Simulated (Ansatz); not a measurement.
Hf: do energies and stresses tell the same story?

Method: DFT PBEsol, scalar-relativistic, plane waves, PAW (Ansatz).

Plane waves to 420 eV, a k mesh through Γ of 18×18×8 on the computed 2-atom cell and Gaussian smearing (0.10 eV); no spin polarisation.

Relaxed cell: P6_3/mmc, a = 3.159 Å, b = 3.159 Å, c = 5.000 Å, α = 90.00°, β = 90.00°, γ = 120.00°, 2 atoms in the primitive cell.

Energies at zero smearing and pressures from the stress tensor, at volumes with shape and atoms relaxed:
```tsv
V (Å³/atom)	E − E(first) (meV/atom)	P (GPa)
20.306	0.00	7.80
20.954	-22.99	3.65
21.602	-30.22	0.01
22.250	-23.62	-3.19
22.898	-4.88	-5.97
```

**Question.** Check P = −dE/dV between neighbouring volumes, and get the bulk modulus from the pressures alone.

**Answer.** With 1 eV/Å³ = 160.2 GPa:
| middle V (Å³/atom) | −ΔE/ΔV (GPa) | mean P (GPa) |
| --- | --- | --- |
| 20.630 | 5.684 | 5.728 |
| 21.278 | 1.788 | 1.831 |
| 21.926 | -1.633 | -1.588 |
| 22.574 | -4.631 | -4.580 |

The two differ by 0.05 GPa at most. The mean of two end pressures misses the average over a step by about ΔV² P″/12, up to 0.05 GPa here; with that taken off 0.02 GPa remains. Around V = 21.602 Å³/atom, the two neighbours give B = −V ΔP/ΔV = 21.602 × 6.84 / 1.296 = 114.0 GPa, against B0 = 113.8 GPa from the Birch–Murnaghan fit of the energies.

Spin–orbit coupling is left out, which can shift energies with elements as heavy as these.